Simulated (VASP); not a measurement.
Set up this calculation in VASP 6.6.1, as the native input.

- Task: single point
- Functional: PBE
- Dispersion: D3(BJ)
- Potentials or basis: VASP PAW PBE potentials, release 64 (F, H)
- Cutoff: 520 eV
- k mesh: 1 × 1 × 1
- Occupations: fermi-dirac, width 0.05 eV
- Spin: no spin polarisation
- Dipole correction: no
- Further INCAR settings: LREAL = Auto; ALGO = Normal; EDIFF = 1e-06; NBANDS = 56

The structure of HF lies in POSCAR:

```
HF
1.0
    6.9795320000      0.0000000000      0.0000000000
    0.0000000000      6.9795320000      0.0000000000
    0.0000000000      0.0000000000      6.9795320000
F H
10 10
Direct
    0.4707049126      0.5493921369      0.6307729515
    0.7385022377      0.7967869479      0.8884979681
    0.1715731083      0.5759985053      0.9314378099
    0.3306095595      0.2655335630      0.9994939489
    0.9114221412      0.7228851447      0.5595074283
    0.1696532088      0.7771151418      0.3480749139
    0.8497131326      0.3520006786      0.4854336938
    0.1108956876      0.1018119840      0.2192697161
    0.4320633532      0.8616337027      0.0587002108
    0.6079060888      0.3395643146      0.2113752040
    0.4812786875      0.4489699309      0.5400791916
    0.7836055483      0.8553152274      0.7735905502
    0.2782421515      0.6551871959      0.9710536466
    0.2612352805      0.3846389701      0.9566400727
    1.0170882518      0.7426429165      0.4608188629
    0.1507264384      0.9065364268      0.2782708067
    0.8912775241      0.4833848459      0.5042171882
    0.1951420238      0.1694669499      0.1227876024
    0.5464119944      0.8430937776     -0.0048857144
    0.7021244404      0.3447365812      0.3078716453
```

The cell was built by a generator and needn't be a form met in nature.

These files were run (other wordings do the same):

INCAR

```
SYSTEM = HF
ALGO = Normal
EDIFF = 1E-6
ENCUT = 520
GGA = PE
ISIF = 2
ISMEAR = -1
IVDW = 12
LASPH = .True.
LCHARG = .False.
LREAL = Auto
LWAVE = .False.
NBANDS = 56
NELM = 100
PREC = Accurate
SIGMA = 0.05
```

KPOINTS

```
k-points
0
Gamma
  1 1 1
  0 0 0
```

Potentials or basis: VASP PAW PBE potentials, release 64 (F, H).

Run with:

```sh
$ cat potpaw_PBE.64/F/POTCAR potpaw_PBE.64/H/POTCAR > POTCAR
$ mpirun -np 1 vasp_gam > vasp.out
```

Results of the run:

The pressure is -0.5 GPa and the largest force is 2.391 eV/Å. The band gap on the k mesh is 6.58 eV, direct. The dispersion energy per atom is -0.018 eV.

Run time: 63 s on 1 thread of Intel(R) Xeon(R) Platinum 8259CL CPU @ 2.50GHz (Skylake/Cascade Lake) (shared host), peak memory 0.33 GiB.
